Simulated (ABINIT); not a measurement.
As:

```
As
1.0
     1.88080    1.08588    3.51406
    -1.88080    1.08588    3.51406
     0.00000   -2.17176    3.51406
As
2
Cartesian
  0.0000 0.0000 2.3825
  0.0000 0.0000 8.1597
```

Base run:

```yaml
Program: ABINIT 10.8.3 (patched build)
Functional: LDA
Potentials_or_basis: PseudoDojo NC SR LDA v0.4.1 standard
Cutoff: 1088 eV
k_mesh: 7 × 7 × 7
Occupations: fermi-dirac, width 0.05 eV
Spin: no spin polarisation
```

Its results: band gap on the k mesh none (metal or under the smearing width); pressure -1.7 GPa; largest force 0.227 eV/Å.

Task: The run is repeated on the same cell with these changes: functional from LDA to PBE; potentials or basis from PseudoDojo NC SR LDA v0.4.1 standard to PseudoDojo NC SR PBE v0.4.1 standard. What comes out?

Result: Band gap on the k mesh none (metal or under the smearing width); pressure 3.5 GPa; largest force 0.402 eV/Å.
